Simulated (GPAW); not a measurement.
## BP: relaxation of cell and atoms with BLYP

BP:

```
P B
1.0
     0.00000    2.26900    2.26900
     2.26900    0.00000    2.26900
     2.26900    2.26900    0.00000
P B
1 1
Direct
  0.75000 0.75000 0.75000
  0.00000 0.00000 0.00000
```

```
Program             : GPAW 26.7.0
Task                : relaxation of cell and atoms
Functional          : BLYP
Potentials or basis : PAW data sets generated in the run's folder for this functional
Cutoff              : 800 eV
Basis               : pw
k mesh              : 10 × 10 × 10
Occupations         : fermi-dirac, width 0.05 eV
Spin                : no spin polarisation
Eigensolver         : davidson
Maxiter             : 150
Optimizer           : FIRE
Fmax                : 0.02 eV/Å
Max steps           : 100
Convergence         : density=1e-05 forces=0.0001
```

| Item | Value |
| --- | --- |
| Relaxed volume | 12.15 Å³/atom |
| Relaxed cell | a = 3.251 Å, b = 3.251 Å, c = 3.251 Å, α = 60.00°, β = 60.00°, γ = 60.00° |
| Space group after relaxing (to 0.05 Å) | F-43m (No. 216) |
| Energy gained by relaxing | 9.1 meV/atom |
| Ionic steps | 12 |
| Pressure after relaxing | -0.1 GPa |
| Band gap on the k mesh | 1.56 eV, indirect (least direct gap 3.49 eV) |

Step by step:
```
step  energy change (eV)  largest force (eV/Å)  pressure (GPa)  volume (Å³)
   1              0.0000                0.0000            6.21        23.36
   2             -0.0057                0.0000            5.05        23.52
   3             -0.0135                0.0000            3.02        23.81
   4             -0.0180                0.0000            0.57        24.19
   5             -0.0167                0.0000           -1.83        24.59
   6             -0.0168                0.0000           -1.75        24.58
   7             -0.0171                0.0000           -1.60        24.55
   8             -0.0174                0.0000           -1.39        24.52
   9             -0.0177                0.0000           -1.12        24.47
  10             -0.0180                0.0000           -0.80        24.42
  11             -0.0182                0.0000           -0.44        24.36
  12             -0.0182                0.0000           -0.06        24.29
```

Final structure:
```
P B
1.0
     0.00000    2.29873    2.29873
     2.29873    0.00000    2.29873
     2.29873    2.29873    0.00000
P B
1 1
Direct
  0.75000 0.75000 0.75000
  0.00000 0.00000 0.00000
```

Levels at points of the mesh, in eV from the valence-band top:
```tsv
k point	band 1	band 2	band 3	band 4	band 5	band 6	band 7
(0.00, 0.00, 0.00)	-14.96	0.00	0.00	0.00	3.49	3.49	3.49
(0.50, 0.50, 0.00)	-10.40	-8.24	-3.87	-3.87	1.69	1.98	11.73
(0.50, 0.50, 0.50)	-11.85	-8.57	-1.67	-1.67	3.68	4.87	4.87
```

Run time: 2.3 min on 1 thread of Arm Neoverse V1, with other jobs on the host, peak memory 0.24 GiB.

Caveat: later steps reuse the first step's grids. A k mesh can miss the band edges.
